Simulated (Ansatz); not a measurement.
This Ca structure is the end of a relaxation. The cell was found from a structure generator's guess, not taken from experiment.

Level of theory: DFT PBE, scalar-relativistic, plane waves, PAW (Ansatz). Cutoff 420 eV, Γ-centred mesh, Gaussian smearing, no spin polarisation.

```
Ca
1.0
     6.81139    0.00000    0.00000
     0.00000    6.81139    0.00000
     0.00000    0.00000    3.68511
Ca
4
Direct
  0.00000 0.00000 0.00000
  0.00000 0.50000 0.00000
  0.50000 0.00000 0.00000
  0.50000 0.50000 0.50000
```

Energies count from the standard state of Ca at the same level.

**Question.** What space group does it have?

**Answer.** P4/mmm (No. 123). Conventional cell: a = 6.811 Å, c = 3.685 Å. Ca on a site of symmetry 4/mmm has 4 Ca at 3.41 Å and 2 Ca at 3.69 Å; around Ca on a site of symmetry mmm lie 2 Ca at 3.41 Å and 6 Ca at 3.69–3.87 Å; Ca on a second site of symmetry 4/mmm is surrounded by 10 Ca at 3.69–3.87 Å.

**Question.** How far does it lie from the standard state of Ca?

**Answer.** +0.25 eV/atom. It lies above the standard state, so it could only be metastable.

**Question.** Is it a metal?

**Answer.** Yes, bands cross the Fermi level on the 8×8×12 mesh.

**Question.** From what recipe could a structure generator have reached it?

**Answer.** One such recipe: 4-, 6-connected net of one element, guests in its cages (P4/mmm, No. 123). Other recipes can lead to the same cell.

The last run used an 8×8×12 mesh (in the run's order of axes) for its 4-atom cell and Gaussian smearing of 0.10 eV. A structure relaxed within its symmetry needn't be a true minimum.
